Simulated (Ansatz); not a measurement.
## Preparing GaP (F-43m) as a host crystal

Aim: the runs on the perfect crystal GaP (F-43m) that a defect calculation needs first.

Program: Ansatz 0.2.0. Level of theory: plane-wave PAW DFT, r2SCAN; relaxation of the host's cell and atoms; PAW set soft_1, in the first sound run; inputs show where later runs differ. Results are calculated unless marked as measured.

Most raw output is cut from this account.

## Step 1: Set-up

The structure is cubic, space group F-43m (No. 216). Conventional cell: a = 5.452 Å, b = 5.452 Å, c = 5.452 Å, α = 90.00°, β = 90.00°, γ = 90.00°. Nearest to Ga lie 4 P at 2.36 Å. Nearest to P lie 4 Ga at 2.36 Å. Farther neighbours are not listed.

## Step 2: Host cell relaxation

Lattice and positions are set free, within the symmetry that the program keeps.

The input, cell/input.yaml:

```yaml
crystal:
  lattice:
    - [0.0, 2.7258125, 2.7258125]
    - [2.7258125, 0.0, 2.7258125]
    - [2.7258125, 2.7258125, 0.0]
  atoms:
    - { symbol: Ga, position: [0.0, 0.0, 0.0] }
    - { symbol: P, position: [0.75, 0.75, 0.75] }
basis:
  ecutwfc: 500
  xc_grid: 2
hamiltonian:
  xc: r2scan
  pseudopotentials: { kind: paw, azcp: { folder: soft_1 } }
kpoints:
  mp_grid: { grid: [9, 9, 9] }
scf:
  occupations: { method: fixed }
  max_iter: 100
relax:
  f_tol: 0.005
  max_steps: 60
  cell: {}
output:
  forces: true
  stress: true
checkpoint:
  write: "../cell.run"
  compress: false
  write_wavefunctions: false
  write_every: 100000
```

Started as:

```bash
> ansatz run input.yaml --threads 32 --pin off --max-ram 84787MiB --backend cuda --events-out ev --progress --plain --runs-dir out --max-vram 78GiB
```

The job ended after 1.4 s (1 × NVIDIA GB200 with 32 threads of Arm Neoverse V2, shared host; peak memory 1 GiB; 4 s of CPU time).

Little changed from the start: no atom moved by 0.005 Å and no cell edge by 0.1 %.

Numbers from this step:

```yaml
pressure: 0.006220 GPa
```

## Step 3: Dielectric tensors of the host

The response to a uniform electric field gives the electronic dielectric tensor.

This step: plane-wave PAW DFPT, PBEsol; dielectric tensors, Born charges and zone-centre modes of the host; PAW set soft_1 (Ansatz 0.2.0).

The input, eps/input.yaml:

```yaml
crystal:
  lattice:
    - [0.0, 2.7258125, 2.7258125]
    - [2.7258125, 0.0, 2.7258125]
    - [2.7258125, 2.7258125, 0.0]
  atoms:
    - { symbol: Ga, position: [0.0, 0.0, 0.0] }
    - { symbol: P, position: [0.75, 0.75, 0.75] }
basis:
  ecutwfc: 420
hamiltonian:
  xc: pbesol
  pseudopotentials: { kind: paw, azcp: { folder: soft_1 }, xc_functional: pbe }
kpoints:
  mp_grid: { grid: [8, 8, 8] }
scf:
  occupations: { method: fixed }
  max_iter: 100
phonons:
  method: dfpt
  dielectric: true
  rigid_motions: translations
```

The job ended after 6.1 s (1 × NVIDIA GB200 with 32 threads; peak memory 1.3 GiB).

Electronic dielectric tensor:

```
10.68  0.00  0.00
 0.00 10.68  0.00
 0.00  0.00 10.68
```

Static dielectric tensor:

```
12.72  0.00  0.00
 0.00 12.72  0.00
 0.00  0.00 12.72
```

The electronic dielectric tensor is isotropic, 10.68. The static dielectric tensor is isotropic, 12.72.

## Step 4: Host on a dense mesh

This step: plane-wave PAW DFT, r2SCAN; single point of the defect-free host, a test of the k-point sampling; PAW set soft_1 (Ansatz 0.2.0).

The input, dense/input.yaml:

```yaml
crystal:
  lattice:
    - [0.0, 2.7258125, 2.7258125]
    - [2.7258125, 0.0, 2.7258125]
    - [2.7258125, 2.7258125, 0.0]
  atoms:
    - { symbol: Ga, position: [0.0, 0.0, 0.0] }
    - { symbol: P, position: [0.75, 0.75, 0.75] }
basis:
  ecutwfc: 500
  xc_grid: 2
hamiltonian:
  xc: r2scan
  pseudopotentials: { kind: paw, azcp: { folder: soft_1 } }
kpoints:
  mp_grid: { grid: [9, 9, 9] }
scf:
  occupations: { method: fermi_dirac, width: 0.01 }
  max_iter: 100
  lower_state_search: "off"
checkpoint:
  write: "../dense.run"
  compress: false
  write_wavefunctions: false
  write_every: 100000
```

Wall time 1.1 s (1 × NVIDIA GB200 with 32 threads); peak memory 1.1 GiB; 2 s of CPU time.

## Step 5: Defect free supercell at the zone centre

The supercell is run at the zone centre, to see how far that sampling misses the dense mesh.

System of this step: GaP (F-43m). The cell holds 54 atoms: 27 Ga and 27 P. Its edges and angles: a = 11.565 Å, b = 11.565 Å, c = 11.565 Å, α = 60.0°, β = 60.0°, γ = 60.0°.

The input, pristine.sampling_gamma/input.yaml:

```yaml
crystal:
  lattice:
    - [0.0, 8.1774375, 8.1774375]
    - [8.1774375, 0.0, 8.1774375]
    - [8.1774375, 8.1774375, 0.0]
  atoms:
    - { symbol: Ga, position: [0.0, 0.0, 0.0] }
    - { symbol: P, position: [0.25, 0.25, 0.25] }
    - { symbol: Ga, position: [0.0, 0.0, 0.3333333333] }
    - { symbol: P, position: [0.25, 0.25, 0.5833333333] }
    - { symbol: Ga, position: [0.0, 0.0, 0.6666666667] }
    - { symbol: P, position: [0.25, 0.25, 0.9166666667] }
    - { symbol: Ga, position: [0.0, 0.3333333333, 0.0] }
    - { symbol: P, position: [0.25, 0.5833333333, 0.25] }
[... 42 atom lines left out ...]
    - { symbol: Ga, position: [0.6666666667, 0.6666666667, 0.3333333333] }
    - { symbol: P, position: [0.9166666667, 0.9166666667, 0.5833333333] }
    - { symbol: Ga, position: [0.6666666667, 0.6666666667, 0.6666666667] }
    - { symbol: P, position: [0.9166666667, 0.9166666667, 0.9166666667] }
basis:
  ecutwfc: 500
  xc_grid: 2
hamiltonian:
  xc: r2scan
  pseudopotentials: { kind: paw, azcp: { folder: soft_1 } }
kpoints:
  mp_grid: { grid: [1, 1, 1] }
scf:
  occupations: { method: fermi_dirac, width: 0.01 }
  max_iter: 100
  lower_state_search: "off"
checkpoint:
  write: "../pristine.sampling_gamma.run"
  compress: false
  write_wavefunctions: false
  write_every: 100000
```

Run time: 1.2 s. Hardware: 1 × NVIDIA GB200 with 32 threads; peak memory 1.2 GiB.

## Step 6: Defect free supercell at the quarter point

The supercell is run at one point off the zone centre, to see how far that sampling misses the dense mesh.

pristine.sampling_quarter/input.yaml, as its differences from pristine.sampling_gamma/input.yaml of step 5:

```diff
@@ -67,3 +67,3 @@
 kpoints:
-  mp_grid: { grid: [1, 1, 1] }
+  mp_grid: { grid: [1, 1, 1], shift: [0.25, 0.25, 0.25] }
 scf:
@@ -73,3 +73,3 @@
 checkpoint:
-  write: "../pristine.sampling_gamma.run"
+  write: "../pristine.sampling_quarter.run"
   compress: false
```

The job ended after 1.4 s (1 × NVIDIA GB200 with 32 threads; peak memory 1.4 GiB).

## Step 7: Results

| Property | Result |
| --- | --- |
| primitive cell vectors, lengths | 3.855, 3.855, 3.855 Å |
| electronic dielectric constant | 10.68 |
| static dielectric constant | 12.72 |
| gap on the k-mesh of the response run (PBEsol) | 1.52 eV |
| energy an atom at the zone centre alone less that on the dense mesh | 0.242 eV |
| energy an atom at one point at (¼, ¼, ¼) less that on the dense mesh | 0.112 eV |

What this shows: The k-mesh can miss the band edges, so this gap is an upper bound at this level. All at zero temperature.

[Logs are printed without paths, hosts, clocks, repeated set-up lines and the standing remarks that a program may print on its own settings, such as how far it seeks lower states.]

[Hosts, paths, dates, database ids (printed as entryN), source tags and the programs' standing remarks are cut or masked in the printed files.]

[Runs of the host that timed out are not shown.]

[For some hosts the program warned that the k-mesh of the response run may be too coarse for force constants and the static dielectric constant; such warnings are not always shown.]

[The program warned that the k-mesh of a response run behind this text may be too coarse: force constants, and the static dielectric constant and all else formed from them, are not shown converged.]
